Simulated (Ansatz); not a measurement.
# BaTiO3 (P4mm): the gap up the ladder of methods

What gap does each level of theory give for BaTiO3 (P4mm), and in what time?

Main program and level: Ansatz 0.2.0; density functionals, hybrids and G0W0, plane waves, PAW.

## Step 1: Starting point

The structure is tetragonal, space group P4mm (No. 99). Conventional cell: a = 3.990 Å, b = 3.990 Å, c = 4.023 Å, α = 90.00°, β = 90.00°, γ = 90.00°. Nearest to Ba lie 12 O at 2.80 to 2.87 Å. Nearest to Ti lie 6 O at 1.84 to 2.18 Å. Nearest to O lie 2 Ti at 1.84 to 2.18 Å and 4 Ba at 2.82 Å. Nearest to O lie 2 Ti at 2.00 Å and 4 Ba at 2.80 to 2.87 Å. Farther neighbours and most contacts between anions are not listed.

The cell and positions come from the Crystallography Open Database and are kept as given unless a step says otherwise. Spin-orbit coupling is left out unless a step names it. The default PAW set here is soft_2. Its files were made with PBE.

## Step 2: LDA on the 6×6×6 mesh

This step: DFT, LDA, plane waves, PAW.

Input file input.yaml:

```yaml
crystal:
  lattice:
    - [3.99048, 0.0, 0.0]
    - [0.0, 3.99048, 0.0]
    - [0.0, 0.0, 4.02303]
  atoms:
    - { symbol: Ba, position: [0.0, 0.0, 0.0] }
    - { symbol: Ti, position: [0.5, 0.5, 0.522] }
    - { symbol: O, position: [0.5, 0.5, 0.979] }
    - { symbol: O, position: [0.5, 0.0, 0.488] }
    - { symbol: O, position: [0.0, 0.5, 0.488] }
kpoints:
  mp_grid: { grid: [6, 6, 6] }
  band_path:
    path:
      - [0.0, 0.0, 0.0]
      - [0.0, 0.5, 0.0]
      - [0.5, 0.5, 0.0]
      - [0.0, 0.0, 0.5]
      - [0.0, 0.5, 0.5]
      - [0.5, 0.5, 0.5]
    npoints: 1
hamiltonian:
  xc: lda
scf:
  occupations: { method: fixed }
  n_extra_bands: 5
output:
  eigenvalues: true
  forces: true
  stress: true
  write_density: true
  write_potential: true
  elf: true
  volumetric_format: npy
```

Command:

```sh
$ ansatz run input.yaml --threads 3 --pin off --max-ram 92160MiB --backend cuda --events-out ev --progress --plain --runs-dir out --devices 1 --max-vram 13GiB
```

Numbers of over 12 decimals in the logs are rounded to 6 here.

The program printed:

```text
scf.n_extra_bands = 5 over 20 filled bands (N_el = 40.0): the run solves 25 bands
GPUs: using 1 of 1 available (devices: 1).
Engine: ansatz 0.2.0, x86_64-unknown-linux-gnu
Pseudopotentials: kind: paw
Pseudopotential: Ba, paw, valence charge 10, recommended cutoff 420 eV (normal), Ba.paw.azcp
Pseudopotential: Ti, paw, valence charge 12, recommended cutoff 420 eV (normal), Ti.paw.azcp
Pseudopotential: O, paw, valence charge 6, recommended cutoff 420 eV (normal), O.paw.azcp
Functional definition: SPW92
  exchange = slater_x
  correlation = pw_c
device memory: the entry about to start is reckoned to put 1.7 GiB on a device that reports 60.8 GiB free (of which the cap on the GPU budget leaves the run 13.0 GiB)
GPU FFT provider: cuFFT
GPU libraries: cuBLAS 13.8.2, cuFFT 12.4.0, cuSOLVER 12.3.4
Crystal: 5 atoms, lattice volume = 64.062 Å³
Basis set: ecut = 420 eV, 1245 PW (Γ)
Bands: 25, of which v1, the nominal top of the filled ones, is band 20 counted from 1 (19 counted from 0)
Symmetry: 8 space group operations
Space group: P4mm (ITA 99), of the structure as read, at distance tolerance 4.0e-5 Å
k-points: 40 of 216 (time reversal used)
Non-local potential: Ba, projectors of the file, l = 0: 3, l = 1: 2, l = 2: 2, l = 3: 2
Non-local potential: Ti, projectors of the file, l = 0: 3, l = 1: 2, l = 2: 3, l = 3: 1
Non-local potential: O, projectors of the file, l = 0: 2, l = 1: 2, l = 2: 1
PAW form: soft (Blöchl's): semilocal exchange-correlation on the pseudo side does not see the compensation charge
PAW frozen core: Ba, regenerated for the run's functional, and the local potential with it (the file was generated under x = pbe(κ = 0.804, μ = 0.219515), c = pbe(β = 0.066725))
PAW frozen core: Ti, regenerated for the run's functional, and the local potential with it (the file was generated under x = pbe(κ = 0.804, μ = 0.219515), c = pbe(β = 0.066725))
PAW frozen core: O, regenerated for the run's functional, and the local potential with it (the file was generated under x = pbe(κ = 0.804, μ = 0.219515), c = pbe(β = 0.066725))
PAW one-centre angular grid: Ba, 194 points (default); XC on 64 Gauss nodes
PAW one-centre angular grid: Ti, 590 points (default); XC on 64 Gauss nodes
PAW one-centre angular grid: O, 110 points (default); XC on 64 Gauss nodes
Initial density: superposition of atomic densities (neutral atoms: chi_scale 0, normalization atom), corrected by the library's trained network
Initial wavefunctions: pseudopotential atomic-orbital guess
GPU buffer pool allocated for 19683 grid points (all kernels)
GPU transforms: local potential and band sums: pruned to the plane-wave sphere, on 27×27×27
Functional: x = slater, c = lda
SCF iter   1: F=—  HF=-9904.480675 eV  |F-HF|=—  |Δ(HF+E_count)|=         —  Δρ=1.91e-2  dr2=2.28e-1  ethr=1.77e-3  ⟨swp⟩=4.4  Hψ=4239  notcnv=0  defer=77
preconditioner: auto → Resta (q_TF=auto, 2.522 Å⁻¹)  ε∞=5.9  [insulator: Δε(μ)=1.513 eV  Ē_g=11.849 eV  n_scr=18 (ndim 8)  ℏωp=26.2 eV  f_vac=0.000  ε∞_Penn≈5.9]
SCF iter   2: F=—  HF=-9904.447664 eV  |F-HF|=—  |Δ(HF+E_count)|=   3.30e-2  Δρ=1.11e-2  dr2=6.75e-2  ethr=5.69e-4  ⟨swp⟩=2.0  Hψ=1806  notcnv=0  defer=82
SCF iter   3: F=—  HF=-9904.435454 eV  |F-HF|=—  |Δ(HF+E_count)|=   1.22e-2  Δρ=2.87e-3  dr2=3.60e-3  ethr=1.69e-4  ⟨swp⟩=2.5  Hψ=1460  notcnv=0  defer=92
SCF iter   4: F=—  HF=-9904.434607 eV  |F-HF|=—  |Δ(HF+E_count)|=   8.46e-4  Δρ=7.79e-4  dr2=2.63e-4  ethr=9.01e-6  ⟨swp⟩=2.3  Hψ=1844  notcnv=0  defer=114
SCF iter   5: F=—  HF=-9904.434461 eV  |F-HF|=—  |Δ(HF+E_count)|=   1.47e-4  Δρ=4.11e-4  dr2=9.11e-5  ethr=6.56e-7  ⟨swp⟩=2.0  Hψ=1436  notcnv=0  defer=114
SCF iter   6: F=—  HF=-9904.434547 eV  |F-HF|=—  |Δ(HF+E_count)|=   8.65e-5  Δρ=8.98e-5  dr2=5.05e-6  ethr=2.28e-7  ⟨swp⟩=2.0  Hψ=1476  notcnv=0  defer=40
SCF iter   7: F=—  HF=-9904.434548 eV  |F-HF|=—  |Δ(HF+E_count)|=   7.70e-7  Δρ=7.05e-5  dr2=3.41e-6  ethr=1.26e-8  ⟨swp⟩=2.0  Hψ=1670  notcnv=0  defer=41
SCF iter   8: F=—  HF=-9904.434547 eV  |F-HF|=—  |Δ(HF+E_count)|=   5.87e-7  Δρ=2.71e-5  dr2=4.72e-7  ethr=8.53e-9  ⟨swp⟩=1.9  Hψ=1004  notcnv=0  defer=41
SCF iter   9: F=-9904.434547 eV  HF=-9904.434547 eV  |F-HF|=8.33e-9  |Δ(HF+E_count)|=   9.01e-8  Δρ=3.97e-6  dr2=9.64e-9  ethr=2.50e-10  ⟨swp⟩=14.5  Hψ=8651  notcnv=0
SCF 1 converged in 9 iterations: F = -9904.434547 eV  dr2 = 9.64e-9
[...]
device memory: the entry about to start is reckoned to put 0.9 GiB on a device that reports 56.4 GiB free (of which the cap on the GPU budget leaves the run 13.0 GiB)
NSCF: frozen V_eff on 6 k-points
SCF converged after 9 iterations
Free energy (F): -9904.434547 eV
Harris-Foulkes:  -9904.434547 eV  (|F-HF|=8.33e-9)
Internal energy: -9904.434547 eV  (E = F + TS)
E sigma→0 (E₀):  -9904.434547 eV
Fermi energy:    10.017170 eV
--- Per-component energies (eV) ---
  E_band       = -149.077578
  E_kinetic    = 965.653062
  E_local      = -2109.505892  (includes V_loc(G=0)·N_el)
  E_nonlocal   = 216.196610
  E_hartree    = 818.333158
  E_xc         = -484.987206
  E_vxc        = -542.291082  (∫ρ·V_xc dr)
  E_paw        = -6494.854502  (= ΣΔE_a)
  E_vpaw       = -315.801909  (= ΣTr[D̂ρ^β])
  E_aug_tail   = 0.007574  (compensation charges beyond the density's cutoff)
  E_ewald      = -2816.176581
  E_core_change = 0.899230  (= ΣΔE_core)
  E_smearing   = -0.000000  (= −TS)
  E_closure    = -0.000000  (closes the sum)
  Σ components = -9904.434547   (vs F -9904.434547, Δ=0.00e0)
--- Forces (eV/Å), atoms counted from 1 ---
  atom   1  Ba     0.00000000    -0.00000000     0.17067210
  atom   2  Ti    -0.00000000    -0.00000000    -0.07447900
  atom   3  O     -0.00000000    -0.00000000    -0.17791264
  atom   4  O      0.00000000     0.00000000     0.04087911
  atom   5  O     -0.00000000     0.00000000     0.04087911
  max |Σ_I F_I| component: 3.87e-5 eV/Å
--- Stress (GPa, compression-positive) ---
       -7.885403       0.000000       0.000000
        0.000000      -7.885403       0.000000
        0.000000       0.000000      -5.621418
  P = ⅓ Tr σ = -7.1307 GPa (-71.307 kbar)
--- Band table (eV; the first three rows and the last of 40) ---
  k-point 0: bands = [... 16 lower, 8.8027, 9.6066, 9.6691, 9.6691, 11.7887, 12.1658, 12.1658, 14.1607, ... 1 higher]
  k-point 1: bands = [... 16 lower, 8.5814, 9.1056, 9.5803, 9.5803, 11.8210, 12.5745, 12.5745, 14.1582, ... 1 higher]
  k-point 2: bands = [... 16 lower, 8.1986, 8.3688, 9.4091, 9.4091, 11.8877, 13.3110, 13.3110, 14.1579, ... 1 higher]
  k-point 39: bands = [... 16 lower, 7.6209, 9.8427, 9.8427, 10.0172, 14.2359, 14.2500, 14.2500, 16.4743, ... 1 higher]
```

Elapsed: 6.5 s, on 1 × NVIDIA H100 80GB HBM3 (shared by 6 runs) with 3 threads of AMD EPYC 7R13 (Zen 3), shared host; peak memory 0.91 GiB.

Reading the cycles: dr2 is the Hartree energy of the density residual (eV), the measure of convergence; HF is the Harris–Foulkes estimate of the energy, which meets the free energy F at convergence.

Numbers from this step:

| Quantity | Value |
| --- | --- |
| pressure | -7.131 GPa |
| gap | 1.771 eV |
| valence top at | A |
| conduction bottom at | Γ |
| least direct gap | 2.120 eV |

Over mesh and listed points the gap is 1.771 eV, from k = (0.500, 0.500, 0.500) to k = Γ. The least direct gap found is 2.120 eV, at k = Γ. The pressure in this cell is -7 GPa; the cell is kept.

## Step 3: PBEsol on the 6×6×6 mesh

This step: DFT, PBEsol, plane waves, PAW.

Edit input.yaml of step 2 so:

```diff
@@ -23,3 +23,3 @@
 hamiltonian:
-  xc: lda
+  xc: pbesol
 scf:
```

The program printed:

```text
[...]
GPUs: using 1 of 1 available (devices: 1).
[...]
GPU FFT provider: cuFFT
GPU libraries: cuBLAS 13.8.2, cuFFT 12.4.0, cuSOLVER 12.3.4
Crystal: 5 atoms, lattice volume = 64.062 Å³
Basis set: ecut = 420 eV, 1245 PW (Γ), exchange–correlation on 54×54×54 points (8 copies of the dense FFT grid, shifted against one another)
Bands: 25, of which v1, the nominal top of the filled ones, is band 20 counted from 1 (19 counted from 0)
Symmetry: 8 space group operations
[...]
k-points: 40 of 216 (time reversal used)
[...]
GPU buffer pool allocated for 19683 grid points (all kernels)
[...]
SCF iter   1: F=—  HF=-10027.500810 eV  |F-HF|=—  |Δ(HF+E_count)|=         —  Δρ=1.70e-2  dr2=1.61e-1  ethr=1.77e-3  ⟨swp⟩=4.4  Hψ=4257  notcnv=0  defer=73
[...]
--- Forces (eV/Å), atoms counted from 1 ---
  atom   1  Ba     0.00000000    -0.00000000     0.15612026
  atom   2  Ti    -0.00000000    -0.00000000    -0.14593271
  atom   3  O     -0.00000000    -0.00000000    -0.06229589
  atom   4  O      0.00000000     0.00000000     0.02603899
  atom   5  O     -0.00000000     0.00000000     0.02603899
  max |Σ_I F_I| component: 3.04e-5 eV/Å
--- Stress (GPa, compression-positive) ---
       -3.090290       0.000000       0.000000
        0.000000      -3.090290       0.000000
        0.000000       0.000000      -0.793529
  P = ⅓ Tr σ = -2.3247 GPa (-23.247 kbar)
--- Band table (eV; the first three rows and the last of 40) ---
  k-point 0: bands = [... 16 lower, 9.0390, 9.8387, 9.9064, 9.9064, 12.0690, 12.4418, 12.4418, 14.3975, ... 1 higher]
  k-point 1: bands = [... 16 lower, 8.8191, 9.3366, 9.8172, 9.8172, 12.1018, 12.8493, 12.8493, 14.3952, ... 1 higher]
  k-point 2: bands = [... 16 lower, 8.4385, 8.6015, 9.6455, 9.6455, 12.1694, 13.5844, 13.5844, 14.3949, ... 1 higher]
  k-point 39: bands = [... 16 lower, 7.8547, 10.0792, 10.0792, 10.2537, 14.5087, 14.5214, 14.5214, 16.6896, ... 1 higher]
[key lines of the parts left out:]
SCF converged after 8 iterations
Free energy (F): -10027.465890 eV
Fermi energy:    10.253730 eV
```

Elapsed: 3.9 s, on 1 × NVIDIA H100 80GB HBM3 (shared by 6 runs) with 3 threads; peak memory 0.94 GiB; 3.8 s of CPU time.

Numbers from this step:

* pressure: -2.325 GPa
* gap: 1.815 eV
* valence top at: A
* conduction bottom at: Γ
* least direct gap: 2.163 eV

Over mesh and listed points the gap is 1.815 eV, from k = (0.500, 0.500, 0.500) to k = Γ. The least direct gap found is 2.163 eV, at k = Γ. PBEsol against LDA: 1.815 − 1.771 = +0.044 eV, with the same mesh, files and cutoff, and both edges at the same k points.

## Step 4: PBE on the 6×6×6 mesh

Levels along a band path and on the mesh show where this functional puts the band edges.

This step: DFT, PBE, plane waves, PAW.

input.yaml, the sections that differ from step 3:

```yaml
kpoints:
  mp_grid: { grid: [6, 6, 6] }
  band_path:
    path:
      - [[0.0, 0.0, 0.0], [0.0, 0.5, 0.0], [0.5, 0.5, 0.0], [0.0, 0.0, 0.0], [0.0, 0.0, 0.5], [0.0, 0.5, 0.5], [0.5, 0.5, 0.5], [0.0, 0.0, 0.5]]
      - [[0.0, 0.5, 0.0], [0.0, 0.5, 0.5]]
      - [[0.5, 0.5, 0.0], [0.5, 0.5, 0.5]]
    npoints: 10
hamiltonian:
  xc: pbe
scf:
  occupations: { method: fermi_dirac, width: 0.02 }
  n_extra_bands: 5
# crystal, output: as in step 3
```

The program printed:

```text
[...]
GPUs: using 1 of 1 available (devices: 1).
[...]
GPU FFT provider: cuFFT
GPU libraries: cuBLAS 13.8.2, cuFFT 12.4.0, cuSOLVER 12.3.4
Crystal: 5 atoms, lattice volume = 64.062 Å³
Basis set: ecut = 420 eV, 1245 PW (Γ), exchange–correlation on 54×54×54 points (8 copies of the dense FFT grid, shifted against one another)
[...]
k-point 0: bands = [... 16 lower, 9.2044, 9.9809, 10.0554, 10.0554, 12.2620, 12.6279, 12.6279, 14.5091, ... 1 higher]
  k-point 1: bands = [... 16 lower, 8.9935, 9.4921, 9.9674, 9.9674, 12.2933, 13.0233, 13.0233, 14.5071, ... 1 higher]
  k-point 2: bands = [... 16 lower, 8.6260, 8.7787, 9.7986, 9.7986, 12.3579, 13.7377, 13.7377, 14.5067, ... 1 higher]
  k-point 39: bands = [... 16 lower, 8.0171, 10.2246, 10.2246, 10.4006, 14.6437, 14.6550, 14.6550, 16.9137, ... 1 higher]
[key lines of the parts left out:]
SCF converged after 6 iterations
Free energy (F): -10159.578600 eV
Fermi energy:    11.336806 eV
P = ⅓ Tr σ = 3.9841 GPa (39.841 kbar)
```

It took 11 s on 1 × NVIDIA H100 80GB HBM3 (shared by 6 runs) with 3 threads; peak memory 0.96 GiB.

This step gave:

- pressure: 3.984 GPa
- gap: 1.861 eV
- valence top at: A
- conduction bottom at: Γ
- least direct gap: 2.207 eV

Over mesh and path the gap is 1.861 eV, from k = (0.500, 0.500, 0.500) to k = Γ. The least direct gap found is 2.207 eV, at k = Γ. PBE against PBEsol: 1.861 − 1.815 = +0.046 eV, with the same mesh, files and cutoff, and both edges at the same k points.

## Step 5: PBE+SOC on the 6×6×6 mesh

This run has two-component orbitals with spin-orbit coupling.

This step: DFT, PBE with spin-orbit coupling, plane waves, PAW.

input.yaml, the sections that differ from step 4:

```yaml
kpoints:
  mp_grid: { grid: [6, 6, 6] }
  band_path:
    path:
      - [0.0, 0.0, 0.0]
      - [0.0, 0.5, 0.0]
      - [0.5, 0.5, 0.0]
      - [0.0, 0.0, 0.5]
      - [0.0, 0.5, 0.5]
      - [0.5, 0.5, 0.5]
    npoints: 1
scf:
  occupations: { method: fixed }
  n_extra_bands: 10
magnetization:
  noncollinear: true
  spin_orbit: true
# crystal, hamiltonian, output: as in step 4
```

The program printed:

```text
[...]
GPUs: using 1 of 1 available (devices: 1).
[...]
non-collinear run that drives no moment, with spin-orbit: no starting moment large enough to seed its density (crystal.atoms[].spin), no starting occupations that ask for one, no magnetisation constraint and no magnetic field, so the semilocal B_xc is pinned to zero
[...]
k-point 1: bands = [... 36 lower, 9.9373, 9.9373, 10.0029, 10.0029, 12.2919, 12.2919, 13.0104, 13.0104, ... 6 higher]
  k-point 2: bands = [... 36 lower, 9.7742, 9.7742, 9.8211, 9.8211, 12.3565, 12.3565, 13.7243, 13.7243, ... 6 higher]
  k-point 39: bands = [... 36 lower, 10.2282, 10.2282, 10.3993, 10.3993, 14.6405, 14.6405, 14.6499, 14.6499, ... 6 higher]
[key lines of the parts left out:]
SCF converged after 10 iterations
Magnetization: |M| = 0.0000 μB,  M = (+0.0000, +0.0000, +0.0000) μB
Free energy (F): -10164.413112 eV
Fermi energy:    10.399324 eV
P = ⅓ Tr σ = 3.9842 GPa (39.842 kbar)
```

Run time: 18 s. Hardware: 1 × NVIDIA H100 80GB HBM3 (shared by 6 runs) with 3 threads; peak memory 1.1 GiB.

Numbers from this step:

- pressure: 3.984 GPa
- gap: 1.861 eV
- valence top at: A
- conduction bottom at: Γ
- least direct gap: 2.162 eV

Over mesh and listed points the gap is 1.861 eV, from k = (0.500, 0.500, 0.500) to k = Γ. The least direct gap found is 2.162 eV, at k = Γ. PBE+SOC against PBE: 1.861 − 1.861 = +0.000 eV, with the same mesh, set of files (read in its fully relativistic form for the spin-orbit run) and cutoff, and both edges at the same k points. The spin-orbit run sees mesh and listed points alone, so its gap is an upper bound: the coupling can move an edge off these points, the more so as this crystal has no centre of inversion, and the change over the zone, its sign included where it is small, is not known.

## Step 6: r2SCAN on the 6×6×6 mesh

r2SCAN is a meta-GGA: it depends on the kinetic-energy density as well as on the density and its gradient.

This step: DFT, r2SCAN, plane waves, PAW.

Edit input.yaml of step 5 so:

```diff
@@ -23,9 +23,6 @@
 hamiltonian:
-  xc: pbe
+  xc: r2scan
 scf:
   occupations: { method: fixed }
-  n_extra_bands: 10
-magnetization:
-  noncollinear: true
-  spin_orbit: true
+  n_extra_bands: 5
 output:
@@ -34,5 +31 @@
   stress: true
-  write_density: true
-  write_potential: true
-  elf: true
-  volumetric_format: npy
```

The program printed:

```text
[...]
GPUs: using 1 of 1 available (devices: 1).
[...]
GPU FFT provider: cuFFT
GPU libraries: cuBLAS 13.8.2, cuFFT 12.4.0, cuSOLVER 12.3.4
Crystal: 5 atoms, lattice volume = 64.062 Å³
Basis set: ecut = 500 eV, 1615 PW (Γ), exchange–correlation on 120×120×120 points (64 copies of the dense FFT grid, shifted against one another)
[...]
k-point 0: bands = [... 16 lower, 8.8608, 9.6519, 9.7418, 9.7418, 12.3096, 12.6645, 12.6645, 14.4899, ... 1 higher]
  k-point 1: bands = [... 16 lower, 8.6587, 9.1715, 9.6472, 9.6472, 12.3393, 13.0528, 13.0528, 14.4882, ... 1 higher]
  k-point 2: bands = [... 16 lower, 8.3020, 8.4691, 9.4679, 9.4679, 12.4005, 13.7621, 13.7621, 14.4879, ... 1 higher]
  k-point 39: bands = [... 16 lower, 7.6822, 9.9080, 9.9080, 10.0916, 14.6803, 14.6895, 14.6895, 17.2266, ... 1 higher]
[key lines of the parts left out:]
SCF converged after 9 iterations
Free energy (F): -10183.815483 eV
Fermi energy:    10.091560 eV
P = ⅓ Tr σ = 0.8131 GPa (8.131 kbar)
```

Run time: 9.7 s. Hardware: 1 × NVIDIA H100 80GB HBM3 (shared by 6 runs) with 3 threads; peak memory 0.97 GiB; 8.9 s of CPU time.

This step gave:

| Property | Result |
| --- | --- |
| pressure | 0.8131 GPa |
| gap | 2.218 eV |
| valence top at | A |
| conduction bottom at | Γ |
| least direct gap | 2.568 eV |

Over mesh and listed points the gap is 2.218 eV, from k = (0.500, 0.500, 0.500) to k = Γ. The least direct gap found is 2.568 eV, at k = Γ. r2SCAN against PBE: 2.218 − 1.861 = +0.357 eV. The runs also differ in plane-wave cutoff (420 eV and 500 eV), so how much of this comes from the functional alone is not known.

## Step 7: HSE06 on the 4×4×4 mesh

HSE06 mixes in a quarter of exact exchange at short range.

This step: DFT, HSE06, plane waves, PAW.

Edit input.yaml of step 6 so:

```diff
@@ -12,3 +12,3 @@
 kpoints:
-  mp_grid: { grid: [6, 6, 6] }
+  mp_grid: { grid: [4, 4, 4] }
   band_path:
@@ -23,3 +23,3 @@
 hamiltonian:
-  xc: r2scan
+  xc: hse06
 scf:
@@ -29,3 +29,5 @@
   eigenvalues: true
-  forces: true
-  stress: true
+  write_density: true
+  write_potential: true
+  elf: true
+  volumetric_format: npy
```

The program printed:

```text
[...]
GPUs: using 1 of 1 available (devices: 1).
[...]
davidson cushion auto → on  (no smearing: the cushion is to keep the highest requested band from converging to the state above it; pin scf.eigensolver.cushion to override)
[...]
GPU FFT provider: cuFFT
GPU libraries: cuBLAS 13.8.2, cuFFT 12.4.0, cuSOLVER 12.3.4
Crystal: 5 atoms, lattice volume = 64.062 Å³
Basis set: ecut = 420 eV, 1245 PW (Γ)
[...]
Fermi energy:    9.383566 eV
[...]
--- Band table (eV; the first three rows and the last of 18) ---
  k-point 0: bands = [... 16 lower, 8.0924, 8.9408, 9.0529, 9.0529, 12.6688, 13.0216, 13.0216, 14.8881, ... 1 higher]
  k-point 1: bands = [... 16 lower, 7.6935, 7.9912, 8.8443, 8.8443, 12.7421, 13.8681, 13.8681, 14.8868, ... 1 higher]
  k-point 2: bands = [... 16 lower, 7.3000, 7.3463, 8.6548, 8.6548, 12.8189, 14.6597, 14.6597, 14.8884, ... 1 higher]
  k-point 17: bands = [... 16 lower, 6.8640, 9.1964, 9.1964, 9.3836, 15.3377, 15.3377, 15.3574, 17.4732, ... 1 higher]
[key lines of the parts left out:]
Free energy (F): -10163.475258 eV
```

Run time: 29 s. Hardware: 1 × NVIDIA H100 80GB HBM3 (shared by 6 runs) with 3 threads; peak memory 1.2 GiB; 26 s of CPU time.

This step gave:

```yaml
gap: 3.285 eV
valence_top_at: A
conduction_bottom_at: Γ
least_direct_gap: 3.616 eV
exact_exchange_fraction: 0.25
```

Over mesh and listed points the gap is 3.285 eV, from k = (0.500, 0.500, 0.500) to k = Γ. The least direct gap found is 3.616 eV, at k = Γ. HSE06 against PBE: 3.285 − 1.861 = +1.424 eV. The runs also differ in mesh (6×6×6 and 4×4×4), so how much of this comes from the functional alone is not known.

(Part 1 of 2 ends here.)

[Paths, hosts, dates, memory and timing lines, banners, echoed tables and standing remarks are left out of the program output.]

[Logs are printed without paths, hosts, clocks, repeated set-up lines and the standing remarks that a program may print on its own settings, such as how far it seeks lower states.]

[Runs of the session that timed out or met a known fault of the program may be left out.]

[Cells called generated may have been cut or substituted from an entry of the Crystallography Open Database or the Materials Project.]

[Hosts, paths, dates, database ids (printed as entryN), source tags and the programs' standing remarks are cut or masked in the printed files.]

[Where an RPA ε∞ is given, it is that of the G0W0 mesh and is not shown converged in it. Names of k-points follow the symmetry that the program found, which can be lower than the space group named. Band edges on a path are those of the sampled points; other points can move an edge, and change direct to indirect where valleys lie close.]

[Hybrid gaps are those of their k-mesh and are not shown converged in it.]
